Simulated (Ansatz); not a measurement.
# CoO: the cost of one run

Program: Ansatz 0.2.0. Level of theory: DFT LDA, scalar-relativistic. These are calculated values, not measurements.

### 1 The structure to begin with

The structure is tetragonal, space group I4/mmm (No. 139). The conventional cell has a = 3.016 Å, b = 3.016 Å, c = 4.214 Å, α = 90.00°, β = 90.00°, γ = 90.00°. Co (site symmetry 4/mmm) is surrounded by 6 O at 2.11 to 2.13 Å. O (site symmetry 4/mmm) is surrounded by 6 Co at 2.11 to 2.13 Å.

As a file:

```cif
data_structure
_symmetry_space_group_name_H-M 'P 1'
_symmetry_Int_Tables_number 1
_cell_length_a 2.9981
_cell_length_b 2.9981
_cell_length_c 2.9981
_cell_angle_alpha 119.605
_cell_angle_beta 119.605
_cell_angle_gamma 90.686
_cell_volume 19.17
loop_
_atom_site_label
_atom_site_type_symbol
_atom_site_fract_x
_atom_site_fract_y
_atom_site_fract_z
_atom_site_occupancy
Co1 Co 0.00000 0.00000 0.00000 1
O1 O 0.50000 0.50000 0.00000 1
```

Atoms are numbered in the order of the input: Co1, O2.

### 2 Volume × 0.96, LAPW

The input, input.yaml:

```yaml
crystal:
  lattice:
    - [-1.4876192741, 1.4876192741, 2.078770113]
    - [1.4876192741, -1.4876192741, 2.078770113]
    - [1.4876192741, 1.4876192741, -2.078770113]
  atoms:
    - { symbol: Co, position: [0.0, 0.0, 0.0], spin: 2.0 }
    - { symbol: O, position: [0.5, 0.5, 0.0] }
magnetization:
  spin_polarized: true
kpoints:
  mp_grid: { grid: [13, 13, 15] }
  band_path:
    path:
      - [0.0, 0.0, 0.0]
      - [0.0, 0.0, 0.5]
      - [0.25, 0.25, 0.25]
      - [0.0, 0.5, 0.0]
      - [0.0, 0.0, 0.0]
      - [0.5, 0.5, -0.5]
      - [0.3780296839, 0.6219703161, -0.3780296839]
      - [-0.3780296839, 0.3780296839, 0.3780296839]
      - [0.0, 0.0, 0.0]
    npoints: 5
scf:
  occupations: { method: fermi_dirac, width: 0.03 }
hamiltonian:
  xc: lda
  pseudopotentials: { kind: all_electron, lapw: { basis_error: 0.001 } }
output:
  forces: true
  stress: true
  eigenvalues: true
```

Launch:

```console
$ ansatz run input.yaml --threads 1 --pin off --max-ram 3072MiB --backend cpu --events-out ev --progress --plain --runs-dir out
```

**Question.** How long does this run take on 1 thread of Arm Neoverse V2, shared host, and how much memory does it need?

About 3.8 min, with a peak of 2 GiB.
